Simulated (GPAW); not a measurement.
# InAs (Fm-3m) in GPAW: settings compared

One crystal, InAs, is run at these levels: PBE, SCAN, TPSS, vdW-DF2; tasks: single point.

Everything below comes from runs of GPAW 26.7.0. Logs are shortened: lines on timing, memory, paths and dates and some standing lists are left out, and cuts for length are marked. The log counts tension as positive stress, the text compression.

## 1. The crystal as given

Symmetry: Fm-3m, No. 225, cubic system. The conventional cell has a = 5.755 Å, b = 5.755 Å, c = 5.755 Å, α = 90.00°, β = 90.00°, γ = 90.00°. In (site symmetry m-3m) is surrounded by 6 As at 2.88 Å. As (site symmetry m-3m) is surrounded by 6 In at 2.88 Å.

Measurements of this composition are mostly on another form, of space group No. 216.

## 2. Single point, PBE

Contents of run.py:

```python
from ase import Atoms
from ase.dft.bandgap import bandgap
from ase.io import write
from ase.units import GPa
from gpaw import GPAW, PW

atoms = Atoms(['In', 'As'],
              cell=[[0.0, 2.877304, 2.877304],
                    [2.877304, 0.0, 2.877304],
                    [2.877304, 2.877304, 0.0]],
              scaled_positions=[[0.5, 0.5, 0.5],
                                [0.0, 0.0, 0.0]],
              pbc=True)

calc = GPAW(mode=PW(600),
            xc='PBE',
            kpts={'size': (8, 8, 8), 'gamma': True},
            occupations={'name': 'fermi-dirac', 'width': 0.05},
            nbands=18,
            convergence={'density': 1e-05, 'energy': 1e-05},
            maxiter=150,
            txt='gpaw.txt')
atoms.calc = calc
energy = atoms.get_potential_energy()
forces = atoms.get_forces()
stress = atoms.get_stress()
calc.write('gs.gpw')
write('result.traj', atoms)
print(f'Energy: {energy:.6f} eV')
print('Forces (eV/A):')
print(forces.round(4))
print('Stress (GPa):', (stress / GPa).round(3))
print('Fermi level:', round(calc.get_fermi_level(), 4), 'eV')
print(f'Gap: {bandgap(calc)[0]:.4f} eV, direct: {bandgap(calc, direct=True)[0]:.4f} eV')
```

Potentials or basis: GPAW PAW data sets (gpaw-data 1.2.1), pw.

The run is started by

```
OMP_NUM_THREADS=1 python run.py
```

gpaw.txt:

```text
__  _  _
 | _ |_)|_||  |
 |__||  | ||/\| - 26.7.0

Input parameters:
  mode=PW(ecut=600.0),
  convergence={'density': 1e-05, 'energy': 1e-05},
  kpts=MonkhorstPack(size=(8, 8, 8), gamma=True),
  maxiter=150,
  nbands=18,
  occupations=Occupations(name='fermi-dirac', width=0.05),
  xc=XC(name='PBE')

Diagonalizing LCAO Hamiltonian
Converting LCAO to pw mode

                In

       As

Atoms  # Å, Bohr magnetons
|   | symbol |        x |        y |        z |    initial magnetic moments |
|---|--------|----------|----------|----------|-----------------------------|
| 0 |     In | 2.877304 | 2.877304 | 2.877304 | ( 0.0000,  0.0000,  0.0000) |
| 1 |     As | 0.000000 | 0.000000 | 0.000000 | ( 0.0000,  0.0000,  0.0000) |

Unit cell  # Å
| periodic |        x |        y |        z |  lengths |    angles |
|----------|----------|----------|----------|----------|-----------|
|      yes | 0.000000 | 2.877304 | 2.877304 | 4.069122 | 60.000000 |
|      yes | 2.877304 | 0.000000 | 2.877304 | 4.069122 | 60.000000 |
|      yes | 2.877304 | 2.877304 | 0.000000 | 4.069122 | 60.000000 |

Number of symmetries: 48
Symmetry operations  # r_c * U_cc + t_c -> r_c
|    | kind |            matrix            |
|----|------|------------------------------|
|  0 |  σ   |  1, 0, 0,  1, 0,-1,  1,-1, 0 |
|  1 |  C2  |  1, 0, 0,  1,-1, 0,  1, 0,-1 |
|  2 |  E   |  1, 0, 0,  0, 1, 0,  0, 0, 1 |
|  3 |  σ   |  1, 0, 0,  0, 0, 1,  0, 1, 0 |
|  4 |  C4  |  1, 0,-1,  1, 0, 0,  1,-1, 0 |
|  5 |  S6  |  1, 0,-1,  1,-1, 0,  1, 0, 0 |
|  6 |  σ   |  1, 0,-1,  0, 1,-1,  0, 0,-1 |
|  7 |  C3  |  1, 0,-1,  0, 0,-1,  0, 1,-1 |
|  8 |  S6  |  1,-1, 0,  1, 0, 0,  1, 0,-1 |
|  9 |  C4  |  1,-1, 0,  1, 0,-1,  1, 0, 0 |
| 10 |  C3  |  1,-1, 0,  0,-1, 1,  0,-1, 0 |
| 11 |  σ   |  1,-1, 0,  0,-1, 0,  0,-1, 1 |
| 12 |  σ   |  0, 1, 0,  1, 0, 0,  0, 0, 1 |
| 13 |  C4  |  0, 1, 0,  0, 1,-1, -1, 1, 0 |
| 14 |  C3  |  0, 1, 0,  0, 0, 1,  1, 0, 0 |
| 15 |  S6  |  0, 1, 0, -1, 1, 0,  0, 1,-1 |
| 16 |  C2  |  0, 1,-1,  1, 0,-1,  0, 0,-1 |
| 17 |  σ   |  0, 1,-1,  0, 1, 0, -1, 1, 0 |
| 18 |  S4  |  0, 1,-1,  0, 0,-1,  1, 0,-1 |
| 19 |  C4  |  0, 1,-1, -1, 1, 0,  0, 1, 0 |
| 20 |  C3  |  0, 0, 1,  1, 0, 0,  0, 1, 0 |
| 21 |  σ   |  0, 0, 1,  0, 1, 0,  1, 0, 0 |
| 22 |  S6  |  0, 0, 1,  0,-1, 1, -1, 0, 1 |
| 23 |  C4  |  0, 0, 1, -1, 0, 1,  0,-1, 1 |
| 24 |  S4  |  0, 0,-1,  1, 0,-1,  0, 1,-1 |
| 25 |  C3  |  0, 0,-1,  0, 1,-1,  1, 0,-1 |
| 26 |  C2  |  0, 0,-1,  0,-1, 0, -1, 0, 0 |
| 27 |  S6  |  0, 0,-1, -1, 0, 0,  0,-1, 0 |
| 28 |  S4  |  0,-1, 1,  1,-1, 0,  0,-1, 0 |
| 29 |  C4  |  0,-1, 1,  0, 0, 1, -1, 0, 1 |
| 30 |  C2  |  0,-1, 1,  0,-1, 0,  1,-1, 0 |
| 31 |  σ   |  0,-1, 1, -1, 0, 1,  0, 0, 1 |
| 32 |  C3  |  0,-1, 0,  1,-1, 0,  0,-1, 1 |
| 33 |  S6  |  0,-1, 0,  0, 0,-1, -1, 0, 0 |
| 34 |  S4  |  0,-1, 0,  0,-1, 1,  1,-1, 0 |
| 35 |  C2  |  0,-1, 0, -1, 0, 0,  0, 0,-1 |
| 36 |  C2  | -1, 1, 0,  0, 1, 0,  0, 1,-1 |
| 37 |  S6  | -1, 1, 0,  0, 1,-1,  0, 1, 0 |
| 38 |  S4  | -1, 1, 0, -1, 0, 1, -1, 0, 0 |
| 39 |  C3  | -1, 1, 0, -1, 0, 0, -1, 0, 1 |
| 40 |  S6  | -1, 0, 1,  0, 0, 1,  0,-1, 1 |
| 41 |  C2  | -1, 0, 1,  0,-1, 1,  0, 0, 1 |
| 42 |  C3  | -1, 0, 1, -1, 1, 0, -1, 0, 0 |
| 43 |  S4  | -1, 0, 1, -1, 0, 0, -1, 1, 0 |
| 44 |  C2  | -1, 0, 0,  0, 0,-1,  0,-1, 0 |
| 45 |  i   | -1, 0, 0,  0,-1, 0,  0, 0,-1 |
| 46 |  σ   | -1, 0, 0, -1, 1, 0, -1, 0, 1 |
| 47 |  C2  | -1, 0, 0, -1, 0, 1, -1, 1, 0 |

BZ-sampling:
  Number of BZ points: 512
  Number of IBZ points: 29

  Monkhorst-Pack size: [8, 8, 8]
  Monkhorst-Pack shift: [0.0625, 0.0625, 0.0625]

K-points  # in reciprocal-cell coordinates
|     |                                coordinates |     weight |
|-----|--------------------------------------------|------------|
|   0 | (  0.00000000,   0.00000000,   0.00000000) | 0.00195312 |
|   1 | (  0.12500000,   0.12500000,   0.00000000) | 0.01171875 |
|   2 | (  0.12500000,   0.12500000,   0.12500000) | 0.01562500 |
|   3 | (  0.25000000,   0.12500000,   0.12500000) | 0.02343750 |
|   4 | (  0.25000000,   0.25000000,   0.00000000) | 0.01171875 |
|   5 | (  0.25000000,   0.25000000,   0.12500000) | 0.04687500 |
|   6 | (  0.25000000,   0.25000000,   0.25000000) | 0.01562500 |
|   7 | (  0.37500000,   0.25000000,  -0.37500000) | 0.04687500 |
|   8 | (  0.37500000,   0.25000000,   0.12500000) | 0.04687500 |
|   9 | (  0.37500000,   0.25000000,   0.25000000) | 0.04687500 |
| ... |                                            |            |
|  28 | (  0.50000000,   0.50000000,   0.50000000) | 0.00781250 |

Plane wave coefficients: 1639
Cutoff: 600.0 eV

Spin-components: 1 (collinear spins)
Bands:           18
Projectors:      11
Spin-degeneracy: 2
Datatype:        complex128

Parallelization:
  kpt:    1
  domain: 1
  band:   1

Density:
  Valence electrons: 18.0
  Components: 1
  Grid points: [24 24 24]
  Charge: 0.0  # |e|

Potential:
  Grid points: [24 24 24]

species:
  In:
    name:    Indium
    Z:       49.0
    valence: 13
    core:    36
    charge:  0.0  # [|e|]
    compensation charges:
      type: gauss
      rc: 0.36  # [Å]
      lmax: 2
    cutoffs:
      filter: 2.09  # [Å]
      core: 2.48  # [Å]
    projectors
    | kind |    occ | energy [eV] | rcut [Å] |
    |------|--------|-------------|----------|
    |   5s |  2.000 |      -8.203 |    1.185 |
    |   5p |  1.000 |      -2.521 |    1.244 |
    |   4d | 10.000 |     -18.629 |    1.148 |
    |    s |        |      19.008 |    1.185 |
    |    p |        |      24.691 |    1.244 |
    |    d |        |       8.583 |    1.148 |

    Using partial waves for In as LCAO basis

  As:
    name:    Arsenic
    Z:       33.0
    valence: 5
    core:    28
    charge:  0.0  # [|e|]
    compensation charges:
      type: gauss
      rc: 0.33  # [Å]
      lmax: 2
    cutoffs:
      filter: 1.87  # [Å]
      core: 2.96  # [Å]
    projectors
    | kind |    occ | energy [eV] | rcut [Å] |
    |------|--------|-------------|----------|
    |   4s |  2.000 |     -14.487 |    1.058 |
    |   4p |  3.000 |      -5.196 |    1.058 |
    |    s |        |      12.725 |    1.058 |
    |    p |        |      22.016 |    1.058 |
    |    d |        |       0.000 |    1.058 |

    Using partial waves for As as LCAO basis

Reference energy: -221478.393260  # eV

eigensolver:
  PPCG
  Converge bands: occupied
  niter=2

density mixing:
  MSR1-Mixer
  Pratt-step length: 0.05
  Maximum mixing coefficient: 0.75
  Old densities: 10
  SVD Regularization: 0.005
  Good broyden scale: 1.0
  Trust region scale: 1.0
  Backstep threshold: 4.0
  History deletion threshold: 6.0
  Fourier metric: weight=20.0, sigma=0.015

occupation numbers:
  Fermi-Dirac:
    width: 0.0500  # eV

poisson solver:
  ecut: 4800.0  # eV

xc functional:
  name: PBE with 2 nearest neighbor stencil

convergence criteria:
[... 6 lines left out ...]
|iter     | |      energy | eigst |  dens |
|---------|-|-------------|-------|-------|
|iter:   1| |   -7.691478 | -0.44 |       |
|iter:   2| |   -7.654159 | -2.57 | -1.28 |
|iter:   3| |   -7.537817 | -2.11 | -1.32 |
|iter:   4| |   -7.539063 | -3.64 | -1.90 |
|iter:   5| |   -7.539434 | -4.10 | -2.32 |
|iter:   6| |   -7.539451 | -5.80 | -3.20 |
|iter:   7| |   -7.539446c| -7.10 | -3.82 |
|iter:   8| |   -7.539446c| -7.87c| -4.80 |
|iter:   9| |   -7.539446c| -8.40c| -5.24c|

Converged in 9 steps
Energy contributions relative to reference atoms: (reference = -221478.393260)

Energy contributions:
  Kinetic:          19.508341
  Coulomb:         -18.064579
  Zero:              0.123991
  External:          0.000000
  Xc:               -9.101581
  Entropy:          -0.011235
  Spinorbit:         0.000000
  ----------------------------
  Free energy:      -7.545063
  Extrapolated:     -7.539446

dipole moment: (-19.106285, -19.106285, -19.106285)  # |e|*Ang

Fermi level: 6.323
Eigenvalues  # (at kpt = [0.000, 0.000, 0.000])
| band index |      eig [eV] | occ [0-2] |
|------------|---------------|-----------|
|          0 |        -7.892 |     2.000 |
|        ... |               |           |
|          2 |        -7.870 |     2.000 |
|          3 |        -7.870 |     2.000 |
|          4 |        -7.870 |     2.000 |
|          5 |        -5.781 |     2.000 |
|          6 |         5.664 |     2.000 |
|          7 |         6.104 |     1.976 |
[... 8 lines left out ...]
|         16 |        15.174 |     0.000 |
|         17 |        16.553 |     0.000 |

No gap
No difference between direct/indirect transitions

Forces  # eV/Ang
|        x |       y |       z |
|----------|---------|---------|
|  0.00000 | 0.00000 | 0.00000 |  # In   0
| -0.00000 | 0.00000 | 0.00000 |  # As   1

Stress tensor  # eV/Ang^3
|         x |         y |         z |
|-----------|-----------|-----------|
|  0.001937 | -0.000000 | -0.000000 |
| -0.000000 |  0.001937 |  0.000000 |
| -0.000000 |  0.000000 |  0.001937 |

# Writing to gs.gpw (mode='')
```

It took 18 s on 1 thread of Arm Neoverse V1, shared host; peak memory 0.16 GiB.

Results:

| Item | Value |
| --- | --- |
| Free energy | -7.5451 eV |
| Pressure | -0.3 GPa |
| Band gap on the k mesh | none (metal or under the smearing width) |

## 3. Single point, SCAN

run.py, as its differences from that of step 2:

```diff
@@ -15,3 +15,3 @@
 calc = GPAW(mode=PW(600),
-            xc='PBE',
+            xc='MGGA_X_SCAN+MGGA_C_SCAN',
             kpts={'size': (8, 8, 8), 'gamma': True},
```

Potentials or basis: GPAW PAW data sets (gpaw-data 1.2.1), pw.

The run is started by

```
OMP_NUM_THREADS=1 python run.py
```

gpaw.txt:

```text
__  _  _
 | _ |_)|_||  |
 |__||  | ||/\| - 26.7.0

Input parameters:
  mode=PW(ecut=600.0),
  convergence={'density': 1e-05, 'energy': 1e-05},
  kpts=MonkhorstPack(size=(8, 8, 8), gamma=True),
  maxiter=150,
  nbands=18,
  occupations=Occupations(name='fermi-dirac', width=0.05),
  xc=XC(name='MGGA_X_SCAN+MGGA_C_SCAN')

Diagonalizing LCAO Hamiltonian
Converting LCAO to pw mode

                In

       As

Atoms  # Å, Bohr magnetons
|   | symbol |        x |        y |        z |    initial magnetic moments |
|---|--------|----------|----------|----------|-----------------------------|
| 0 |     In | 2.877304 | 2.877304 | 2.877304 | ( 0.0000,  0.0000,  0.0000) |
| 1 |     As | 0.000000 | 0.000000 | 0.000000 | ( 0.0000,  0.0000,  0.0000) |

Unit cell  # Å
| periodic |        x |        y |        z |  lengths |    angles |
|----------|----------|----------|----------|----------|-----------|
|      yes | 0.000000 | 2.877304 | 2.877304 | 4.069122 | 60.000000 |
|      yes | 2.877304 | 0.000000 | 2.877304 | 4.069122 | 60.000000 |
[... 198 lines left out ...]
|iter:  10| |  -47.022750c| -8.16c| -5.36c|

Converged in 10 steps
Energy contributions relative to reference atoms: (reference = -221478.393260)

Energy contributions:
  Kinetic:          24.297156
  Coulomb:         -22.229124
  Zero:             -0.002792
  External:          0.000000
  Xc:              -49.081947
  Entropy:          -0.012085
  Spinorbit:         0.000000
  ----------------------------
  Free energy:     -47.028793
  Extrapolated:    -47.022750

dipole moment: (-19.101172, -19.101172, -19.101172)  # |e|*Ang

Fermi level: 6.152
Eigenvalues  # (at kpt = [0.000, 0.000, 0.000])
| band index |      eig [eV] | occ [0-2] |
|------------|---------------|-----------|
|          0 |        -8.577 |     2.000 |
|        ... |               |           |
|          2 |        -8.530 |     2.000 |
|          3 |        -8.530 |     2.000 |
|          4 |        -8.530 |     2.000 |
|          5 |        -6.436 |     2.000 |
|          6 |         5.635 |     2.000 |
|          7 |         5.877 |     1.992 |
[... 8 lines left out ...]
|         16 |        15.704 |     0.000 |
|         17 |        16.798 |     0.000 |

No gap
No difference between direct/indirect transitions

Forces  # eV/Ang
|        x |       y |       z |
|----------|---------|---------|
| -0.00000 | 0.00000 | 0.00000 |  # In   0
| -0.00000 | 0.00000 | 0.00000 |  # As   1

Stress tensor  # eV/Ang^3
|         x |        y |         z |
|-----------|----------|-----------|
|  0.017847 | 0.000000 | -0.000000 |
|  0.000000 | 0.017847 |  0.000000 |
| -0.000000 | 0.000000 |  0.017847 |

# Writing to gs.gpw (mode='')
```

stdout:

```text
Energy: -47.022750 eV
Forces (eV/A):
[[-0.  0.  0.]
 [-0.  0.  0.]]
Stress (GPa): [ 2.859  2.859  2.859  0.    -0.     0.   ]
Fermi level: 6.1521 eV
Gap: 0.0000 eV, direct: 0.0000 eV
```

Wall time 61 s (1 thread of Arm Neoverse V1, shared host); peak memory 0.29 GiB.

What came out:

```yaml
Free_energy: -47.0288 eV
Pressure: -2.9 GPa
Band_gap_on_the_k_mesh: none (metal or under the smearing width)
```

Caveat: the PAW data sets were made with another functional, which shifts forces and pressure a little.

## 4. Single point, TPSS

run.py, as its differences from that of step 3:

```diff
@@ -15,3 +15,3 @@
 calc = GPAW(mode=PW(600),
-            xc='MGGA_X_SCAN+MGGA_C_SCAN',
+            xc='MGGA_X_TPSS+MGGA_C_TPSS',
             kpts={'size': (8, 8, 8), 'gamma': True},
@@ -20,2 +20,3 @@
             convergence={'density': 1e-05, 'energy': 1e-05},
+            eigensolver='davidson',
             maxiter=150,
```

Potentials or basis: GPAW PAW data sets (gpaw-data 1.2.1), pw.

The run is started by

```
OMP_NUM_THREADS=1 python run.py
```

gpaw.txt:

```text
__  _  _
 | _ |_)|_||  |
 |__||  | ||/\| - 26.7.0

Input parameters:
  mode=PW(ecut=600.0),
  convergence={'density': 1e-05, 'energy': 1e-05},
  eigensolver=Davidson(niter=2),
  kpts=MonkhorstPack(size=(8, 8, 8), gamma=True),
  maxiter=150,
  nbands=18,
  occupations=Occupations(name='fermi-dirac', width=0.05),
  xc=XC(name='MGGA_X_TPSS+MGGA_C_TPSS')

Diagonalizing LCAO Hamiltonian
Converting LCAO to pw mode

                In

       As

Atoms  # Å, Bohr magnetons
|   | symbol |        x |        y |        z |    initial magnetic moments |
|---|--------|----------|----------|----------|-----------------------------|
| 0 |     In | 2.877304 | 2.877304 | 2.877304 | ( 0.0000,  0.0000,  0.0000) |
| 1 |     As | 0.000000 | 0.000000 | 0.000000 | ( 0.0000,  0.0000,  0.0000) |

Unit cell  # Å
| periodic |        x |        y |        z |  lengths |    angles |
|----------|----------|----------|----------|----------|-----------|
|      yes | 0.000000 | 2.877304 | 2.877304 | 4.069122 | 60.000000 |
|      yes | 2.877304 | 0.000000 | 2.877304 | 4.069122 | 60.000000 |
[... 205 lines left out ...]

Converged in 16 steps
Energy contributions relative to reference atoms: (reference = -221478.393260)

Energy contributions:
  Kinetic:          18.554420
  Coulomb:         -17.395386
  Zero:              0.325683
  External:          0.000000
  Xc:              -22.341023
  Entropy:          -0.012634
  Spinorbit:         0.000000
  ----------------------------
  Free energy:     -20.868940
  Extrapolated:    -20.862623

dipole moment: (-19.090601, -19.090601, -19.090601)  # |e|*Ang

Fermi level: 6.289
Eigenvalues  # (at kpt = [0.000, 0.000, 0.000])
| band index |      eig [eV] | occ [0-2] |
|------------|---------------|-----------|
|          0 |        -8.020 |     2.000 |
|        ... |               |           |
|          2 |        -8.014 |     2.000 |
|          3 |        -8.014 |     2.000 |
|          4 |        -8.014 |     2.000 |
|          5 |        -5.974 |     2.000 |
|          6 |         5.714 |     2.000 |
|          7 |         6.065 |     1.977 |
[... 8 lines left out ...]
|         16 |        14.829 |     0.000 |
|         17 |        16.698 |     0.000 |

No gap
No difference between direct/indirect transitions

Forces  # eV/Ang
|       x |        y |        z |
|---------|----------|----------|
| 0.00000 | -0.00000 | -0.00000 |  # In   0
| 0.00000 |  0.00000 |  0.00000 |  # As   1

Stress tensor  # eV/Ang^3
|         x |         y |         z |
|-----------|-----------|-----------|
|  0.010721 | -0.000000 | -0.000000 |
| -0.000000 |  0.010721 | -0.000000 |
| -0.000000 | -0.000000 |  0.010721 |

# Writing to gs.gpw (mode='')
```

stdout:

```text
Energy: -20.862623 eV
Forces (eV/A):
[[ 0. -0. -0.]
 [ 0.  0.  0.]]
Stress (GPa): [ 1.718  1.718  1.718 -0.    -0.    -0.   ]
Fermi level: 6.2889 eV
Gap: 0.0000 eV, direct: 0.0000 eV
```

Run time: 82 s. Hardware: 1 thread of Arm Neoverse V1, shared host; peak memory 0.29 GiB.

Results:

| Item | Value |
| --- | --- |
| Free energy | -20.8689 eV |
| Pressure | -1.7 GPa |
| Band gap on the k mesh | none (metal or under the smearing width) |

Caveat: the PAW data sets were made with another functional, which shifts forces and pressure a little.

## 5. Single point, vdW-DF2

run.py, as its differences from that of step 4:

```diff
@@ -3,3 +3,2 @@
 from ase.io import write
-from ase.units import GPa
 from gpaw import GPAW, PW
@@ -15,3 +14,3 @@
 calc = GPAW(mode=PW(600),
-            xc='MGGA_X_TPSS+MGGA_C_TPSS',
+            xc={'name': 'vdW-DF2', 'backend': 'libvdwxc'},
             kpts={'size': (8, 8, 8), 'gamma': True},
@@ -20,3 +19,2 @@
             convergence={'density': 1e-05, 'energy': 1e-05},
-            eigensolver='davidson',
             maxiter=150,
@@ -26,3 +24,2 @@
 forces = atoms.get_forces()
-stress = atoms.get_stress()
 calc.write('gs.gpw')
@@ -32,3 +29,2 @@
 print(forces.round(4))
-print('Stress (GPa):', (stress / GPa).round(3))
 print('Fermi level:', round(calc.get_fermi_level(), 4), 'eV')
```

The run is started by

```
OMP_NUM_THREADS=1 python run.py
```

Run time: 17 s. Hardware: 1 thread of Arm Neoverse V1, shared host; peak memory 0.18 GiB.

Results (log left out):

```yaml
Free_energy: -179.1343 eV
Band_gap_on_the_k_mesh: none (metal or under the smearing width)
```

Levels at points of the mesh, in eV from the Fermi level:
```tsv
k point	band 7	band 8	band 9	band 10	band 11	band 12
(0.00, 0.00, 0.00)	-0.85	-0.24	-0.24	-0.24	7.41	7.41
(0.50, 0.50, 0.00)	-4.52	-3.06	-2.17	-2.17	4.38	9.05
(0.50, 0.50, 0.50)	-6.45	0.17	0.17	2.35	3.35	3.35
```

Caveat: the PAW data sets were made with another functional, which shifts forces and pressure a little.

## 6. The runs side by side

```tsv
level	eigensolver	gap on the mesh (eV)	pressure (GPa)
PBE	-	none	-0.3
SCAN	-	none	-2.9
TPSS	davidson	none	-1.7
vdW-DF2	-	none	-
```

Alike in all rows: task single point; potentials or basis GPAW PAW data sets (gpaw-data 1.2.1), pw; no spin polarisation; cell as given; k mesh 8 × 8 × 8; cutoff (eV) 600; smearing fermi-dirac 0.05 eV.

Every run on the cell as given and a fine mesh finds a metal. The pressure there spans -2.9 GPa (SCAN) to -0.3 GPa (PBE); a positive pressure means that this level wants a larger cell, a negative one a smaller.

Caveats: the PAW data sets were made with another functional, which shifts forces and pressure a little (some runs).

Total energies depend on the potentials used, so only differences within one code and one set of settings carry meaning.
